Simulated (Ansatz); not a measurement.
The cell was built from the sc type and relaxed in the same program; it needn't be a known or the stable phase. The listed cell was then made from it by scaling, straining or moving an atom.

An input for Ge: DFT, PBE, PAW with Ansatz's default frozen-core files, scalar-relativistic (Ansatz 0.2.0).

```yaml
crystal:
  lattice:
    - [2.6938715413, 0.0, 0.0]
    - [0.0, 2.6938715413, 0.0]
    - [0.0, 0.0, 2.6938715413]
  atoms:
    - { symbol: Ge, position: [0.0, 0.0, 0.0] }
kpoints:
  mp_grid: { grid: [13, 13, 13] }
scf:
  occupations: { method: fermi_dirac, width: 0.05 }
hamiltonian:
  xc: pbe
  pseudopotentials: { kind: paw }
output:
  forces: true
  stress: true
  eigenvalues: true
  efg: { contact_densities: true }
```

The results part of the log:

```
SCF 1 converged in 6 iterations: F = -4294.744883 eV  dr2 = 1.76e-12
  greatest PAW one-centre occupation: 0.998 electrons in one spin orbital (limit 2), on the Ge atom at site 0 (counted from 0), in its partial waves of l = 2
SCF converged after 6 iterations
Free energy (F): -4294.744883 eV
Harris-Foulkes:  -4294.744883 eV  (|F-HF|=0.00e0)
Internal energy: -4294.740387 eV  (E = F + TS)
E sigma→0 (E₀):  -4294.742635 eV
Entropy (-TS):   -0.004496 eV (-4.496 meV/atom)
Fermi energy:    10.340447 eV
--- Per-component energies (eV) ---
  E_band       = -122.098786
  E_kinetic    = 110.716751
  E_local      = -2208.960551  (includes V_loc(G=0)·N_el)
  E_nonlocal   = 416.528591
  E_hartree    = 966.639314
  E_xc         = -75.570162
  E_vxc        = -64.560615  (∫ρ·V_xc dr)
  E_paw        = -2017.796703  (= ΣΔE_a)
  E_vpaw       = -309.101926  (= ΣTr[D̂ρ^β])
  E_aug_tail   = 0.000276  (compensation charges beyond the density's cutoff)
  E_ewald      = -1486.297904
  E_smearing   = -0.004496  (= −TS)
  E_closure    = 0.000000  (closes the sum)
  Σ components = -4294.744883   (vs F -4294.744883, Δ=0.00e0)
--- Forces (eV/Å), atoms counted from 1 ---
  atom   1  Ge    -0.00000000     0.00000000     0.00000000
  max |Σ_I F_I| component: 2.88e-32 eV/Å
--- Stress (GPa, compression-positive) ---
        1.426193      -0.000000       0.000000
        0.000000       1.426193       0.000000
        0.000000      -0.000000       1.426193
  P = ⅓ Tr σ = 1.4262 GPa (14.262 kbar)
--- PAW observables at the nuclei: V_zz in 10²¹ V/m², potentials from the cell's mean, atoms counted from 1 ---
  atom   1  Ge V_zz =    -0.000000   η = 0.0000   by run symmetry: forbidden
            electrostatic potential = -4323.602386 V   contact ρ = 210272.959644 e/Å³
--- Band table (eV; the first three rows and the last of 84) ---
  k-point 0: bands = ["-14.3955", "-14.3955", "-14.1396", "-14.1396", "-14.1396", "-2.6053", "16.9599", "16.9599", "16.9599", "20.3117", "20.3117"]
  k-point 1: bands = ["-14.3947", "-14.3840", "-14.1435", "-14.1435", "-14.1393", "-2.4879", "15.3245", "17.0731", "17.0731", "20.4155", "21.4761"]
  k-point 2: bands = ["-14.3925", "-14.3521", "-14.1542", "-14.1542", "-14.1384", "-2.1367", "12.7922", "17.4059", "17.4059", "20.7245", "22.3065"]
  k-point 83: bands = ["-14.2872", "-14.2868", "-14.2868", "-14.0616", "-14.0616", "8.7986", "10.6016", "10.6016", "11.4563", "17.0812", "17.3452"]
```
